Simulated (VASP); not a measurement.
An input for VASP 6.6.1 (Pr):

Contents of run.py:

```python
from ase import Atoms
from ase.calculators.vasp import Vasp
from ase.dft.bandgap import bandgap

atoms = Atoms(
    ['Pr'],
    cell=[[0.0, 2.5805, 2.5805], [2.5805, 0.0, 2.5805], [2.5805, 2.5805, 0.0]],
    scaled_positions=[[0.0, 0.0, 0.0]],
    pbc=True,
)
calc = Vasp(
    directory='calc',
    xc='r2scan',
    pp='PBE',
    setups='recommended',
    prec='Accurate',
    encut=50,
    ediff=1e-06,
    ismear=0,
    sigma=0.05,
    lreal=False,
    lasph=True,
    nelm=66,
    algo='Normal',
    isif=2,
    lwave=False,
    lcharg=True,
    magmom=[[0.0, 0.0, 2.0]],
    lorbit=11,
    lsorbit=True,
    gga_compat=False,
    lorbmom=True,
    lmaxmix=6,
    lmixtau=True,
    ivdw=13,
    vdw_s6=1.0,
    vdw_s8=0.6018749,
    vdw_a1=0.51559235,
    vdw_a2=5.77342911,
    lvhar=True,
    kpts=[7, 7, 7],
    gamma=True,
)
atoms.calc = calc

print('energy (eV):', atoms.get_potential_energy())
print('free energy (eV):', atoms.get_potential_energy(force_consistent=True))
print('forces (eV/A):')
print(atoms.get_forces())
print('stress (eV/A^3, Voigt):', atoms.get_stress())
print('Fermi level (eV):', calc.get_fermi_level())
gap, top, bottom = bandgap(calc)
print('band gap (eV):', gap, 'from (spin, k, band)', top, 'to', bottom)
```

Potentials or basis: VASP PAW PBE potentials, release 64 (Pr_3), 4f in core.

Run with:

```bash
$ python run.py
```

Task: Does this run start?

Result: The run stopped without a result. It printed:

Output:

```text
Traceback (most recent call last):
  ...
TypeError: unsupported format string passed to numpy.ndarray.__format__
```
